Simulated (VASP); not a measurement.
# TiAl₃: convergence, energy difference of two geometries

TiAl₃, I4/mmm (no. 139), 4 atoms in the cell. RPBE, energy difference of two geometries; PAW potentials Ti_sv, Al (PBE set). VASP 6.6.1.

Wanted: energy difference within 0.125 meV/atom.

What the run is for: energy difference; Accuracy asked: tight; Second geometry: volume scaled by 0.96.

The series start from Plane-wave cutoff (eV): 360; Smearing width (eV): 0.1; k-point mesh: 13 × 13 × 13; Precision mode (PREC): Accurate; Electronic threshold (eV): 1e-6; Aspherical gradient terms in the spheres (LASPH): yes; Electronic algorithm: ALGO=Normal. Each series keeps the choices made before it, and each single choice may use up half of a tolerance. Times cover all steps of a run.

## Plane-wave cutoff (eV)

| Plane-wave cutoff (eV) | Energy difference (meV/atom) | Time (s) |
|---|---|---|
| 220 | 26.74 | 11 |
| 280 | 27.65 | 20 |
| 320 | 27.33 | 26 |
| 360 | 27.09 | 24 |
| 410 | 26.98 | 36 |
| 480 | 26.79 | 41 |
| 580 | 26.77 | 82 |
| 720 (reference) | 26.74 | 148 |

Chosen: 480, the loosest value from which every tighter one stays within half of the tolerance.

## Smearing width (eV)

| Smearing width (eV) | Energy difference (meV/atom) | Time (s) |
|---|---|---|
| 0.4 | 26.71 | 67 |
| 0.3 | 26.72 | 68 |
| 0.2 | 26.77 | 68 |
| 0.15 | 26.79 | 66 |
| 0.1 | 26.79 | 41 |
| 0.05 (reference) | 26.80 | 69 |

Chosen: 0.2.

## k-point mesh

| k-point mesh | Energy difference (meV/atom) | Time (s) |
|---|---|---|
| 4 × 4 × 4 | 26.94 | 15 |
| 6 × 6 × 6 | 26.81 | 19 |
| 7 × 7 × 7 | 26.66 | 22 |
| 9 × 9 × 9 | 26.83 | 37 |
| 11 × 11 × 11 | 26.74 | 51 |
| 13 × 13 × 13 | 26.77 | 68 |
| 16 × 16 × 16 | 26.77 | 110 |
| 19 × 19 × 19 (reference) | 26.77 | 165 |

Chosen: 9 × 9 × 9.

## Precision mode (PREC)

| Precision mode (PREC) | Energy difference (meV/atom) | Time (s) |
|---|---|---|
| SingleN | 27.04 | 18 |
| Normal | 26.83 | 20 |
| Single | 26.85 | 29 |
| Accurate (reference) | 26.83 | 37 |

Chosen: Normal.

## Electronic threshold (eV)

| Electronic threshold (eV) | Energy difference (meV/atom) | Time (s) |
|---|---|---|
| 0.001 | 26.55 | 17 |
| 0.0001 | 26.83 | 18 |
| 1e-5 | 26.83 | 19 |
| 1e-6 | 26.83 | 20 |
| 1e-7 | 26.83 | 22 |
| 1e-8 (reference) | 26.83 | 25 |

Chosen: 0.0001.

## Aspherical gradient terms in the spheres (LASPH)

| Aspherical gradient terms in the spheres (LASPH) | Energy difference (meV/atom) | Time (s) |
|---|---|---|
| yes | 26.83 | 18 |
| no | 26.83 | 17 |

Chosen: yes; no other choice that stays within half of the tolerance saves 30 % of the time.

## Electronic algorithm

| Electronic algorithm | Energy difference (meV/atom) | Time (s) |
|---|---|---|
| ALGO=Normal | 26.83 | 18 |
| ALGO=Fast | 26.86 | 30 |
| ALGO=VeryFast | 86.75 | 39 |
| ALGO=All ISEARCH=1 | 26.83 | 28 |
| ALGO=All ISEARCH=0 | 26.83 | 29 |
| ALGO=Damped TIME=0.4 | 26.82 | 25 |
| ALGO=Damped TIME=0.1 | 26.84 | 71 |

Chosen: ALGO=Normal.

## All choices together

| Input | Energy difference (meV/atom) | Time (s) |
|---|---|---|
| the program's defaults (naive) | 26.85 | 2.8 |
| chosen settings | 26.83 | 18 |
| reference settings throughout | 26.71 | 426 |

The tolerance is met.

## The input

INCAR:
```
  GGA = RP
  ISMEAR = 1
  SIGMA = 0.2
  LWAVE = False
  LCHARG = False
  ISIF = 2
  PREC = Normal
  LASPH = True
  LREAL = False
  ALGO = Normal
  EDIFF = 1E-4
  NELM = 120
  GGA_COMPAT = False
  ENCUT = 480
  KPAR = 8
```

KPOINTS:
```
Automatic mesh
0
Gamma
  9 9 9
  0 0 0
```

POSCAR.step1:
```
TiAl3
1.0
   -1.9111067713      1.9111067713      4.2806687947
    1.9111067713     -1.9111067713      4.2806687947
    1.9111067713      1.9111067713     -4.2806687947
Ti Al
1 3
Direct
    0.0000000000      0.0000000000      0.0000000000
    0.2500000000      0.7500000000      0.5000000000
    0.7500000000      0.2500000000      0.5000000000
    0.5000000000      0.5000000000      0.0000000000
```

POSCAR.step2:
```
TiAl3
1.0
   -1.8852778379      1.8852778379      4.2228148271
    1.8852778379     -1.8852778379      4.2228148271
    1.8852778379      1.8852778379     -4.2228148271
Ti Al
1 3
Direct
    0.0000000000      0.0000000000      0.0000000000
    0.2500000000      0.7500000000      0.5000000000
    0.7500000000      0.2500000000      0.5000000000
    0.5000000000      0.5000000000      0.0000000000
```

Commands (each step's output is kept before the next begins):
```
cat potpaw_PBE.64/Ti_sv/POTCAR potpaw_PBE.64/Al/POTCAR > POTCAR
cp POSCAR.step1 POSCAR
mpirun -np 8 vasp_std > vasp.out
cp POSCAR.step2 POSCAR
mpirun -np 8 vasp_std > vasp.out
```

The chosen input took VASP 6.6.1 18 s on 8 cores (Intel Xeon Platinum 8488C (Sapphire Rapids)), a shared host.

## An input that fails: smearing far too wide

It runs to its end, but against the unchanged starting input it is off by 0.40 meV/atom in the energy difference.

Changes against the starting input:
```
(all steps)
- SIGMA = 0.1
- NELM = 120
+ SIGMA = 1.0
+ NELM = 51
```
